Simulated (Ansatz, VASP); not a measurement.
One calculation of MgS (Niningerite), two programs

POSCAR

```
MgS
1.0
    0.0000000000      2.6016500000      2.6016500000
    2.6016500000      0.0000000000      2.6016500000
    2.6016500000      2.6016500000      0.0000000000
S Mg
1 1
Direct
    0.5000000000      0.5000000000      0.5000000000
    0.0000000000      0.0000000000      0.0000000000
```

Contents of INCAR.step1:

```
PREC = Accurate ; ENCUT = 520
ISMEAR = -1 ; SIGMA = 0.05
LREAL = F ; LASPH = T
NELM = 60 ; NBANDS = 11
GGA = PE ; ALGO = Normal
EDIFF = 1E-4 ; LWAVE = T
LCHARG = F
```

Contents of INCAR.step2:

```
PREC = Accurate ; ENCUT = 520
EDIFF = 1E-6 ; ISMEAR = -1
SIGMA = 0.05 ; LREAL = F
LASPH = T ; NELM = 60
ALGO = Normal ; ISIF = 2
LWAVE = F ; LCHARG = F
METAGGA = R2SCAN ; LMIXTAU = T
NBANDS = 11 ; ISTART = 1
```

KPOINTS

```
regular mesh
0
Gamma
  9 9 9
```

Contents of input.yaml:

```yaml
crystal:
  lattice:
    - [0.0, 2.60165, 2.60165]
    - [2.60165, 0.0, 2.60165]
    - [2.60165, 2.60165, 0.0]
  atoms:
    - { symbol: S, position: [0.5, 0.5, 0.5] }
    - { symbol: Mg, position: [0.0, 0.0, 0.0] }
hamiltonian:
  xc: r2scan
  pseudopotentials: { kind: paw }
kpoints:
  mp_grid: { grid: [9, 9, 9] }
  band_path:
    path:
      - [[0.0, 0.0, 0.0], [0.5, 0.0, 0.5], [0.5, 0.25, 0.75], [0.375, 0.375, 0.75], [0.0, 0.0, 0.0], [0.5, 0.5, 0.5], [0.625, 0.25, 0.625], [0.5, 0.25, 0.75], [0.5, 0.5, 0.5], [0.375, 0.375, 0.75]]
      - [[0.625, 0.25, 0.625], [0.5, 0.0, 0.5]]
    npoints: 14
scf:
  occupations: { method: fermi_dirac, width: 0.05 }
  n_extra_bands: 6
output:
  forces: true
  stress: true
  eigenvalues: true
  fatbands: false
```

Alike in both runs: functional r2SCAN; k mesh 9 × 9 × 9; occupations fermi-dirac, width 0.05 eV; no spin polarisation.

```csv
,VASP,Ansatz
version,VASP 6.6.1,Ansatz 0.2.0
potentials or method,"VASP PAW PBE potentials, release 64 (S, Mg)",Ansatz PAW
plane-wave cutoff (eV),520,500
valence electrons in the cell,8,16
task,single point,band structure
```

```tsv
	VASP	Ansatz	Ansatz less VASP
gap on the k mesh at the Fermi level (eV)	3.56	3.59	+0.028
least direct gap on the mesh (eV)	4.62	4.64	+0.025
pressure (GPa)	-0.5	0.0	+0.45
```

The two sets of potentials don't hold the same shells in valence.

Caveats: the PAW data sets were made with another functional, which shifts forces and pressure a little (VASP); an odd mesh through Γ misses points on the zone boundary, where band edges often lie (VASP); the k mesh misses the band edges, so the gap on the mesh is wider than the one along the path (Ansatz); the PAW data sets come from PBE, with cores solved anew for the run's functional, which leaves a small shift of forces and pressure (Ansatz). r2SCAN opens gaps a little over a GGA but as a rule still falls short of measured ones.
